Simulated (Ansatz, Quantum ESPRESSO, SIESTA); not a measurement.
# MoS2: 3 runs at one level of theory

```xyz
6
Lattice="3.1690 0.0000 0.0000 -1.5845 2.7444 0.0000 0.0000 0.0000 12.3240" Properties=species:S:1:pos:R:3 pbc="T T T"
Mo    1.5845    0.9148    9.2430
Mo    0.0000    1.8296    3.0810
S     1.5845    0.9148    4.6461
S     0.0000    1.8296   10.8081
S     1.5845    0.9148    1.5159
S     0.0000    1.8296    7.6779
```

Alike in all runs: task band structure; functional LDA; k mesh 10 × 10 × 3; occupations fermi-dirac, width 0.05 eV; no spin polarisation; no spin-orbit coupling. LDA stands for any of its common fits. Pressure is positive in compression and, in plane waves, holds the error of the finite cutoff. Gaps are the smaller of the mesh's and the band path's.

```csv
program and potentials,plane-wave cutoff (eV),notes,band gap (eV),pressure (GPa),largest force (eV/Å)
"SIESTA, files PseudoDojo sr-lda-0.4.1-standard, DZP (energy shift 0.003 Ry; two zetas on semicore shells)",-,atomic basis,0.86,-2.85,0.063
"Ansatz, all-electron LAPW, scalar-relativistic",-,-,0.81,-5.63,0.477
"Quantum ESPRESSO, GBRV 1.5 LDA",612,-,0.80,-5.84,0.476
```

Force on atom 3 (S), eV/Å:

```json
{"program and potentials": "SIESTA, files PseudoDojo sr-lda-0.4.1-standard, DZP (energy shift 0.003 Ry; two zetas on semicore shells)", "x": "0.000", "y": "0.000", "z": "-0.063"}
{"program and potentials": "Ansatz, all-electron LAPW, scalar-relativistic", "x": "0.000", "y": "0.000", "z": "-0.477"}
{"program and potentials": "Quantum ESPRESSO, GBRV 1.5 LDA", "x": "0.000", "y": "0.000", "z": "-0.476"}
```

The band gap spans 0.80 (Quantum ESPRESSO, GBRV 1.5 LDA) to 0.86 eV (SIESTA, files PseudoDojo sr-lda-0.4.1-standard, DZP (energy shift 0.003 Ry; two zetas on semicore shells)), with all-electron results at 0.81. The pressure spans -5.84 (Quantum ESPRESSO, GBRV 1.5 LDA) to -2.85 GPa (SIESTA, files PseudoDojo sr-lda-0.4.1-standard, DZP (energy shift 0.003 Ry; two zetas on semicore shells)), with all-electron results at -5.63. The paths' points differ, which is worth about 0.01 eV. Rows in atomic bases carry the error of their basis and grid, which can be large.

The functional is the same throughout but for its coding, so the spread measures potentials, basis and numerics; runs on potential files found faulty are left out.

At this fixed geometry, the plane-wave and all-electron runs agree closely on gap, pressure and force, whereas the atomic-basis run departs far more in pressure and force than in gap. The negative pressures show a cell stretched relative to LDA equilibrium, and the force on the listed S atom points towards its Mo plane, so the S-Mo-S sandwich also tends to thin. Both fit LDA's usual overbinding. The much weaker force in SIESTA, 0.063 against 0.477 eV/Å, probably reflects the limited flexibility of its orbitals rather than a structure nearer to true equilibrium.

All three gaps lie well below the known indirect gap of bulk 2H-MoS2, as expected from Kohn-Sham LDA, which lacks the derivative discontinuity; agreement between codes therefore doesn't imply agreement with experiment. In this material the valence-band top at Γ has Mo d(z²) and S p(z) character and is raised by interlayer coupling, so relaxing the cell and the sulfur height could shift the gap by more than the codes differ here.
